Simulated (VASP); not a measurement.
# CdTe (F-43m) in VASP: a series of runs, part 3 of 3

VASP 6.6.1. Earlier steps stand in the parts before.

## Step 4: Relaxation of cell and atoms, PBEsol

File INCAR:

```
PREC = Accurate ; ENCUT = 600
EDIFF = 1E-6 ; ISMEAR = 0
SIGMA = 0.03 ; LREAL = F
LASPH = T ; NELM = 80
ALGO = Normal ; ISIF = 3
LWAVE = F ; LCHARG = F
GGA = PS ; IBRION = 2
NSW = 90 ; EDIFFG = -0.01
```

File KPOINTS:

```
regular mesh
0
Gamma
  8 8 8
```

File POSCAR:

```
CdTe
1.0
    0.0000000000      3.2050000000      3.2050000000
    3.2050000000      0.0000000000      3.2050000000
    3.2050000000      3.2050000000      0.0000000000
Cd Te
1 1
Direct
    0.0000000000      0.0000000000      0.0000000000
    0.2500000000      0.2500000000      0.2500000000
```

Potentials or basis: VASP PAW PBE potentials, release 64 (Cd, Te).

Command:

```sh
$ cat potpaw_PBE.64/Cd/POTCAR potpaw_PBE.64/Te/POTCAR > POTCAR
$ mpirun -np 1 vasp_std > vasp.out
```

OUTCAR:

```text
PREC = Accurate
   ENCUT = 600
   EDIFF = 1E-6
   ISMEAR = 0
   LREAL = F
   LASPH = T
   NELM = 80
   ISIF = 3
   GGA = PS
   IBRION = 2
   NSW = 90
   EDIFFG = -0.01

 ion  position               nearest neighbor table
   1  0.000  0.000  0.000-   2 2.78   2 2.78   2 2.78   2 2.78
   2  0.250  0.250  0.250-   1 2.78   1 2.78   1 2.78   1 2.78

  LATTYP: Found a face centered cubic cell.
 ALAT       =     6.4100000000

  Lattice vectors:

 A1 = (   0.0000000000,   3.2050000000,   3.2050000000)
 A2 = (   3.2050000000,   0.0000000000,   3.2050000000)
 A3 = (   3.2050000000,   3.2050000000,   0.0000000000)

Analysis of symmetry for initial positions (statically):
=====================================================================
 Subroutine PRICEL returns:
 Original cell was already a primitive cell.

 Routine SETGRP: Setting up the symmetry group for a
 face centered cubic supercell.

 Subroutine GETGRP returns: Found 24 space group operations
 (whereof 24 operations were pure point group operations)
 out of a pool of 48 trial point group operations.

The static configuration has the point symmetry T_d .

Analysis of symmetry for dynamics (positions and initial velocities):
=====================================================================
 Subroutine PRICEL returns:
 Original cell was already a primitive cell.

 Routine SETGRP: Setting up the symmetry group for a
 face centered cubic supercell.

 Subroutine GETGRP returns: Found 24 space group operations
 (whereof 24 operations were pure point group operations)
 out of a pool of 48 trial point group operations.

The dynamic configuration has the point symmetry T_d .

 Subroutine INISYM returns: Found 24 space group operations
 (whereof 24 operations are pure point group operations),
 and found     1 'primitive' translations

----------------------------------------------------------------------------------------

                                     Primitive cell

  volume of cell :      65.8437

  direct lattice vectors                    reciprocal lattice vectors
     0.000000000  3.205000000  3.205000000    -0.156006240  0.156006240  0.156006240
     3.205000000  0.000000000  3.205000000     0.156006240 -0.156006240  0.156006240
     3.205000000  3.205000000  0.000000000     0.156006240  0.156006240 -0.156006240

  length of vectors
     4.532554467  4.532554467  4.532554467     0.270210734  0.270210734  0.270210734

  position of ions in fractional coordinates (direct lattice)
     0.000000000  0.000000000  0.000000000
     0.250000000  0.250000000  0.250000000

  ion indices of the primitive-cell ions
   primitive index   ion index
                 1           1
                 2           2

----------------------------------------------------------------------------------------

 KPOINTS: regular mesh

Automatic generation of k-mesh.
 Grid dimensions read from file:
 generate k-points for:    8    8    8

 Generating k-lattice:

  Cartesian coordinates                     Fractional coordinates (reciprocal lattice)
[... 51 lines left out ...]
   PREC   = accura    normal or accurate (medium, high low for compatibility)
   ISTART =      0    job   : 0-new  1-cont  2-samecut
   ICHARG =      2    charge: 1-file 2-atom 10-const
   ISPIN  =      1    spin polarized calculation?
   LNONCOLLINEAR =      F non collinear calculations
   LSORBIT =      F    spin-orbit coupling
   LASPH  =      T    aspherical Exc in radial PAW
   ENCUT  =  600.0 eV  44.10 Ry    6.64 a.u.   9.05  9.05  9.05*2*pi/ulx,y,z
   NELM   =     80;   NELMIN=  2; NELMDL= -5     # of ELM steps
   EDIFF  = 0.1E-05   stopping-criterion for ELM
   LREAL  =      F    real-space projection
   EDIFFG = -.1E-01   stopping-criterion for IOM
   NSW    =     90    number of steps for IOM
   IBRION =      2    ionic relax: 0-MD 1-quasi-New 2-CG
   NFREE  =      1    steps in history (QN), initial steepest desc. (CG)
   ISIF   =      3    stress and relaxation
   ISYM   =      2    0-nonsym 1-usesym 2-fastsym
   POTIM  = 0.5000    time-step for ionic-motion
   TEBEG  =    0.0;   TEEND  =   0.0 temperature during run
   PSTRESS=    0.0 pullay stress
   NELECT =      18.0000    total number of electrons
   NUPDOWN=      -1.0000    fix difference up-down
   EMIN   =  10.00;   EMAX   =-10.00  energy-range for DOS
   EFERMI =   0.00;   METHOD = LEGACY
   ISMEAR =     0;   SIGMA  =   0.03  broadening in eV -4-tet -1-fermi 0-gaus
   EFERMI_NEDOS =   21; number of points for ismear=-14 and -15
   IALGO  =     38    algorithm
   IMIX   =      4    mixing-type and parameters
     AMIX     =   0.40;   BMIX     =  1.00
     AMIX_MAG =   1.60;   BMIX_MAG =  1.00
  volume/ion in A,a.u.               =      32.92       222.17
  Fermi-wavevector in a.u.,A,eV,Ry     =   1.062497  2.007828 15.359610  1.128899
  Thomas-Fermi vector in A             =   2.197950
   LORBIT       =      0    0 simple, 1 ext, 2 COOP (PROOUT), +10 PAW based schemes
   GGA     = PS    functional components
   LHFCALC =     F    Hartree Fock is set to
   AEXX    =    0.0000 exact exchange contribution
   IVDW    =     0    specifies the selected vdW correction
   LEPSILON=     F    determine dielectric tensor
   LRPA    =     F    only Hartree local field effects (RPA)
 conjugate gradient relaxation of ions
 non-spin polarized calculation
 Gauss-broadening in eV      SIGMA  =   0.03
  energy-cutoff  :      600.00
  volume of cell :       65.84
 maximum number of plane-waves:      2216
   NGX = 19   NGY = 19   NGZ = 19

--------------------------------------- Ionic step        1  -------------------------------------------

 number of electron      17.9999995 magnetization

 Free energy of the ion-electron system (eV)
  ---------------------------------------------------
  ext. energy  EPLUGINS =         0.00000000
  ---------------------------------------------------
  free energy    TOTEN  =        -5.47427619 eV

  energy without entropy =       -5.47427619  energy(sigma->0) =       -5.47427619

------------------------ aborting loop because EDIFF is reached ----------------------------------------

  FORCE on cell =-STRESS in cart. coord.  units (eV):
  Direction    XX          YY          ZZ          XY          YZ          ZX
  --------------------------------------------------------------------------------------
  -------------------------------------------------------------------------------------
  Total        0.7455023      0.7455023      0.7455023      0.0000000      0.0000000      0.0000000
  in kB       18.1403410     18.1403410     18.1403410      0.0000000      0.0000000      0.0000000
  external PRESSURE =      18.1403410 kB  Pullay stress =       0.0000000 kB
[... 59 lines left out ...]
--------------------------------------- Ionic step        3  -------------------------------------------

 number of electron      17.9999998 magnetization

 Free energy of the ion-electron system (eV)
  ---------------------------------------------------
  ext. energy  EPLUGINS =         0.00000000
  ---------------------------------------------------
  free energy    TOTEN  =        -5.48882193 eV

  energy without entropy =       -5.48882193  energy(sigma->0) =       -5.48882193

 E-fermi :   2.2768     XC(G=0):  -8.7509

 val. band max:        2.1502891744   @ k =   0.0000   0.0000   0.0000
 cond. band min:       2.7926268156   @ k =   0.0000   0.0000   0.0000
 fundamental gap:      0.6423376412
 Fermi energy:         2.2767844025

 k-point     1 :       0.0000    0.0000    0.0000
  band No.  band energies     occupation
      1      -9.0234      2.00000
      2      -6.0821      2.00000
      3      -6.0821      2.00000
      4      -6.0821      2.00000
      5      -5.8221      2.00000
      6      -5.8221      2.00000
      7       2.1503      2.00000
      8       2.1503      2.00000
      9       2.1503      2.00000
     10       2.7926      0.00000
     11       6.7009      0.00000
     12       6.7009      0.00000
     13       6.7009      0.00000
[... 354 lines left out ...]
  band No.  band energies     occupation
      1      -8.5629      2.00000
      2      -5.9943      2.00000
      3      -5.9818      2.00000
      4      -5.8380      2.00000
      5      -5.8168      2.00000
      6      -5.3886      2.00000
      7      -2.0966      2.00000
      8       0.0760      2.00000
      9       0.8832      2.00000
     10       5.3125      0.00000
     11       6.6626      0.00000
     12       8.0610      0.00000
     13       9.2338      0.00000

 [... further k-points ...]

------------------------ aborting loop because EDIFF is reached ----------------------------------------

  FORCE on cell =-STRESS in cart. coord.  units (eV):
  Direction    XX          YY          ZZ          XY          YZ          ZX
  --------------------------------------------------------------------------------------
  -------------------------------------------------------------------------------------
  Total       -0.0020652     -0.0020652     -0.0020652      0.0000000      0.0000000      0.0000000
  in kB       -0.0482925     -0.0482925     -0.0482925      0.0000000      0.0000000      0.0000000
  external PRESSURE =      -0.0482925 kB  Pullay stress =       0.0000000 kB
[... 17 lines left out ...]
  FREE ENERGIE OF THE ION-ELECTRON SYSTEM (eV)
  ---------------------------------------------------
  free  energy   TOTEN  =        -5.4888219292 eV

  energy  without entropy=       -5.4888219292  energy(sigma->0) =       -5.48882193

 reached required accuracy - stopping structural energy minimisation
```

OSZICAR:

```text
N       E                     dE             d eps       ncg     rms          rms(c)
DAV:   1     0.108202362154E+03    0.10820E+03   -0.89657E+03   770   0.134E+03
DAV:   2    -0.129249909081E+01   -0.10949E+03   -0.10536E+03   829   0.288E+02
DAV:   3    -0.568822154587E+01   -0.43957E+01   -0.43833E+01   914   0.598E+01
[... 26 lines left out ...]
DAV:   3    -0.548922284736E+01    0.28288E-02   -0.72157E-03   789   0.900E-01    0.337E-01
DAV:   4    -0.548883681339E+01    0.38603E-03   -0.74722E-04   819   0.234E-01    0.662E-02
DAV:   5    -0.548881938331E+01    0.17430E-04   -0.79079E-05   814   0.118E-01    0.482E-02
DAV:   6    -0.548882271618E+01   -0.33329E-05   -0.23495E-05   792   0.518E-02    0.145E-02
DAV:   7    -0.548882192925E+01    0.78693E-06   -0.20537E-06   545   0.185E-02
   3 F= -.54888219E+01 E0= -.54888219E+01  d E =-.145457E-01
```

CONTCAR:

```text
CdTe
   1.00000000000000
     0.0000000000000000    3.2477981881855715    3.2477981881855715
     3.2477981881855715    0.0000000000000000    3.2477981881855715
     3.2477981881855715    3.2477981881855715    0.0000000000000000
  Cd              Te
     1     1
Direct
     0.0000000000000000    0.0000000000000000    0.0000000000000000
     0.2500000000000000    0.2500000000000000    0.2500000000000000

  0.00000000E+00  0.00000000E+00  0.00000000E+00
  0.00000000E+00  0.00000000E+00  0.00000000E+00
```

Run time: 41 s. Hardware: 1 thread of Intel Xeon Platinum 8488C (Sapphire Rapids), shared host; peak memory 0.23 GiB.

What came out:

```yaml
Free_energy: -5.4888 eV
Relaxed_volume: 34.26 Å³/atom
Relaxed_cell: a = 4.593 Å, b = 4.593 Å, c = 4.593 Å, α = 60.00°, β = 60.00°, γ = 60.00°
Space_group_after_relaxing_to_0.05_Å: F-43m (No. 216)
Energy_gained_by_relaxing: 7.3 meV/atom
Ionic_steps: 3
Pressure_after_relaxing: 0.0 GPa
Band_gap_on_the_k_mesh: 0.64 eV, direct
```

Step by step:
| step | energy change (eV) | largest force (eV/Å) | pressure (GPa) | volume (Å³) |
| --- | --- | --- | --- | --- |
| 1 | 0.0000 | 0.0000 | 1.81 | 65.84 |
| 2 | -0.0129 | 0.0000 | -0.54 | 69.46 |
| 3 | -0.0145 | 0.0000 | 0.00 | 68.52 |

Final structure:
```xyz
2
Lattice="0.0000 3.2478 3.2478 3.2478 0.0000 3.2478 3.2478 3.2478 0.0000" Properties=species:S:1:pos:R:3 pbc="T T T"
Cd    0.0000    0.0000    0.0000
Te    1.6239    1.6239    1.6239
```

Levels at points of the mesh, in eV from the valence-band top:
```tsv
k point	band 7	band 8	band 9	band 10	band 11	band 12
(0.00, 0.00, 0.00)	0.00	0.00	0.00	0.64	4.55	4.55
(0.50, 0.00, 0.00)	-4.44	-0.77	-0.77	1.73	5.13	5.13
(0.50, 0.50, 0.00)	-4.32	-1.86	-1.86	2.51	2.60	8.69
```

Caveat: the PAW data sets were made with another functional, which shifts forces and pressure a little; spin-orbit coupling is left out, which moves the levels of the heavy elements. Zero-point motion and thermal expansion aren't in these numbers.

## Step 5: Relaxation of cell and atoms, PBEsol

This run uses another cell than the first one, of 34.26 Å³/atom, 1.041 times its volume.

File INCAR:

```
PREC = Accurate ; ENCUT = 600
EDIFF = 1E-7 ; ISMEAR = 0
SIGMA = 0.03 ; LREAL = F
LASPH = T ; NELM = 80
ALGO = Normal ; ISIF = 3
LWAVE = F ; LCHARG = F
GGA = PS ; IBRION = 2
NSW = 90 ; EDIFFG = -0.005
```

KPOINTS is that of step 4.

File POSCAR:

```
CdTe                                    
1.0
    0.0000000000      3.2477981882      3.2477981882
    3.2477981882      0.0000000000      3.2477981882
    3.2477981882      3.2477981882      0.0000000000
  Cd              Te            
     1     1
Direct
     0.0000000000000000    0.0000000000000000    0.0000000000000000
     0.2500000000000000    0.2500000000000000    0.2500000000000000
```

Potentials or basis: VASP PAW PBE potentials, release 64 (Cd, Te).

Command:

```sh
$ cat potpaw_PBE.64/Cd/POTCAR potpaw_PBE.64/Te/POTCAR > POTCAR
$ mpirun -np 1 vasp_std > vasp.out
```

OUTCAR:

```text
PREC = Accurate
   ENCUT = 600
   EDIFF = 1E-7
   ISMEAR = 0
   LREAL = F
   LASPH = T
   NELM = 80
   ISIF = 3
   GGA = PS
   IBRION = 2
   NSW = 90
   EDIFFG = -0.005

 ion  position               nearest neighbor table
   1  0.000  0.000  0.000-   2 2.81   2 2.81   2 2.81   2 2.81
   2  0.250  0.250  0.250-   1 2.81   1 2.81   1 2.81   1 2.81

  LATTYP: Found a face centered cubic cell.
 ALAT       =     6.4955963764

  Lattice vectors:

 A1 = (   0.0000000000,   3.2477981882,   3.2477981882)
 A2 = (   3.2477981882,   0.0000000000,   3.2477981882)
 A3 = (   3.2477981882,   3.2477981882,   0.0000000000)

Analysis of symmetry for initial positions (statically):
=====================================================================
 Subroutine PRICEL returns:
 Original cell was already a primitive cell.

 Routine SETGRP: Setting up the symmetry group for a
 face centered cubic supercell.

 Subroutine GETGRP returns: Found 24 space group operations
 (whereof 24 operations were pure point group operations)
 out of a pool of 48 trial point group operations.

[... 179 lines left out ...]
      6      -5.8227      2.00000
      7       2.1497      2.00000
      8       2.1497      2.00000
      9       2.1497      2.00000
     10       2.7921      0.00000
     11       6.7008      0.00000
     12       6.7008      0.00000
     13       6.7008      0.00000
[... 354 lines left out ...]
  band No.  band energies     occupation
      1      -8.5636      2.00000
      2      -5.9949      2.00000
      3      -5.9824      2.00000
      4      -5.8386      2.00000
      5      -5.8174      2.00000
      6      -5.3892      2.00000
      7      -2.0970      2.00000
      8       0.0755      2.00000
      9       0.8827      2.00000
     10       5.3121      0.00000
     11       6.6619      0.00000
     12       8.0605      0.00000
     13       9.2331      0.00000

 [... further k-points ...]

------------------------ aborting loop because EDIFF is reached ----------------------------------------

  FORCE on cell =-STRESS in cart. coord.  units (eV):
  Direction    XX          YY          ZZ          XY          YZ          ZX
  --------------------------------------------------------------------------------------
  -------------------------------------------------------------------------------------
  Total        0.0011062      0.0011062      0.0011062      0.0000000     -0.0000000      0.0000000
  in kB        0.0258680      0.0258680      0.0258680      0.0000000     -0.0000000      0.0000000
  external PRESSURE =       0.0258680 kB  Pullay stress =       0.0000000 kB

 VOLUME and BASIS-vectors are now :
 -----------------------------------------------------------------------------
  energy-cutoff  :      600.00
  volume of cell :       68.52
      direct lattice vectors                 reciprocal lattice vectors
     0.000000000  3.247798188  3.247798188    -0.153950452  0.153950452  0.153950452
     3.247798188  0.000000000  3.247798188     0.153950452 -0.153950452  0.153950452
     3.247798188  3.247798188  0.000000000     0.153950452  0.153950452 -0.153950452

 POSITION                                       TOTAL-FORCE (eV/Angst)
 -----------------------------------------------------------------------------------
      0.00000      0.00000      0.00000        -0.000000      0.000000     -0.000000
      1.62390      1.62390      1.62390         0.000000     -0.000000      0.000000
 -----------------------------------------------------------------------------------
    total drift:                               -0.000000     -0.000000     -0.000000

  FREE ENERGIE OF THE ION-ELECTRON SYSTEM (eV)
  ---------------------------------------------------
  free  energy   TOTEN  =        -5.4895177273 eV

  energy  without entropy=       -5.4895177273  energy(sigma->0) =       -5.48951773

 reached required accuracy - stopping structural energy minimisation
```

OSZICAR:

```text
N       E                     dE             d eps       ncg     rms          rms(c)
DAV:   1     0.111290978043E+03    0.11129E+03   -0.90258E+03   754   0.134E+03
DAV:   2    -0.115289977222E+01   -0.11244E+03   -0.10750E+03   829   0.290E+02
DAV:   3    -0.570009308599E+01   -0.45472E+01   -0.45306E+01   909   0.612E+01
DAV:   4    -0.574477222384E+01   -0.44679E-01   -0.44674E-01  1027   0.537E+00
DAV:   5    -0.574495735816E+01   -0.18513E-03   -0.18513E-03   924   0.294E-01    0.537E+00
DAV:   6    -0.550791406786E+01    0.23704E+00   -0.53961E-01   854   0.102E+01    0.450E+00
DAV:   7    -0.549050441317E+01    0.17410E-01   -0.11065E-01   854   0.253E+00    0.184E+00
DAV:   8    -0.548950435498E+01    0.10001E-02   -0.96994E-03   779   0.138E+00    0.534E-01
DAV:   9    -0.548946481237E+01    0.39543E-04   -0.79255E-04   894   0.337E-01    0.118E-01
DAV:  10    -0.548949534336E+01   -0.30531E-04   -0.11732E-04   824   0.116E-01    0.551E-02
DAV:  11    -0.548951954702E+01   -0.24204E-04   -0.46740E-05   797   0.443E-02    0.314E-02
DAV:  12    -0.548951778921E+01    0.17578E-05   -0.47983E-06   894   0.167E-02    0.171E-02
DAV:  13    -0.548951772733E+01    0.61876E-07   -0.36560E-07   814   0.438E-03
   1 F= -.54895177E+01 E0= -.54895177E+01  d E =-.548952E+01
```

CONTCAR:

```text
CdTe
   1.00000000000000
     0.0000000000000000    3.2477981882000000    3.2477981882000000
     3.2477981882000000    0.0000000000000000    3.2477981882000000
     3.2477981882000000    3.2477981882000000    0.0000000000000000
  Cd              Te
     1     1
Direct
     0.0000000000000000    0.0000000000000000    0.0000000000000000
     0.2500000000000000    0.2500000000000000    0.2500000000000000

  0.00000000E+00  0.00000000E+00  0.00000000E+00
  0.00000000E+00  0.00000000E+00  0.00000000E+00
```

Wall time 55 s (1 thread of Intel Xeon Platinum 8488C (Sapphire Rapids), shared host); peak memory 0.25 GiB.

What came out:

* Free energy: -5.4895 eV
* Pressure after relaxing: 0.0 GPa
* Band gap on the k mesh: 0.64 eV, direct

Final structure:
```
CELL_PARAMETERS angstrom
0.00000 3.24780 3.24780
3.24780 0.00000 3.24780
3.24780 3.24780 0.00000
ATOMIC_POSITIONS crystal
Cd 0.00000 0.00000 0.00000
Te 0.25000 0.25000 0.25000
```

Caveat: the relaxation stopped at its first step, so nothing moved; the PAW data sets were made with another functional, which shifts forces and pressure a little; spin-orbit coupling is left out, which moves the levels of the heavy elements.
